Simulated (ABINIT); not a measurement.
Wanted: the native input for an ABINIT 10.8.3 (patched build) run.

* Task: band structure
* Functional: PBE
* Potentials or basis: JTH PAW PBE v2.0
* Cutoff: 707 eV
* k mesh: 10 × 10 × 10
* Occupations: fermi-dirac, width 0.05 eV
* Spin: spin-orbit coupling, no magnetisation
* Fine-grid cutoff: 1306.15 eV

Crystal: ZrN.

```
Zr N
1.0
     0.00000    2.30000    2.30000
     2.30000    0.00000    2.30000
     2.30000    2.30000    0.00000
Zr N
1 1
Direct
  0.50000 0.50000 0.50000
  0.00000 0.00000 0.00000
```

One way to write it, as run:

run.abi

```
ndtset 2

pp_dirpath "./"
pseudos "Zr.GGA_PBE-JTH.xml, N.GGA_PBE-JTH.xml"

acell 3.2526911935 3.2526911935 3.2526911935 Angstrom
rprim
     0.0000000000     0.7071067812     0.7071067812
     0.7071067812     0.0000000000     0.7071067812
     0.7071067812     0.7071067812     0.0000000000
ntypat 2
znucl 40 7
natom 2
typat 1 2
xcart
     4.3463700866     4.3463700866     4.3463700866
     0.0000000000     0.0000000000     0.0000000000

ecut 26.0
pawecutdg 48.0
pawxcdev 0

ixc 11

occopt 3
tsmear 0.00183747

nspinor 2
nspden 1
pawspnorb 1

nstep 100

iomode 3
prtwf 0
prteig 0
prtebands 0
prtden1 1

kptopt1 4
ngkpt1 10 10 10
nshiftk1 1
shiftk1 0.0 0.0 0.0
nband1 26
tolvrs1 1.0e-9

iscf2 -2
getden2 1
nband2 38
nbdbuf2 8
tolwfr2 1.0e-11
kptopt2 -9
ndivsm2 6
prteig2 1
prtvol2 -3
kptbounds2
     0.0000000000     0.0000000000     0.0000000000
     0.5000000000     0.0000000000     0.5000000000
     0.5000000000     0.2500000000     0.7500000000
     0.3750000000     0.3750000000     0.7500000000
     0.0000000000     0.0000000000     0.0000000000
     0.5000000000     0.5000000000     0.5000000000
     0.6250000000     0.2500000000     0.6250000000
     0.5000000000     0.2500000000     0.7500000000
     0.5000000000     0.5000000000     0.5000000000
     0.3750000000     0.3750000000     0.7500000000
```

Potentials or basis: JTH PAW PBE v2.0.

The run is started by

```bash
$ abinit run.abi > log 2>&1
```

It gave:

```yaml
Pressure: -1.1 GPa
Band_gap_on_the_k_mesh: none (metal or under the smearing width)
Valence_electrons_inside_the_program's_atomic_spheres: Zr 9.07; N 2.57
```

Wall time 4.8 min on 1 thread of Arm Neoverse V1, on a shared host, peak memory 0.22 GiB.
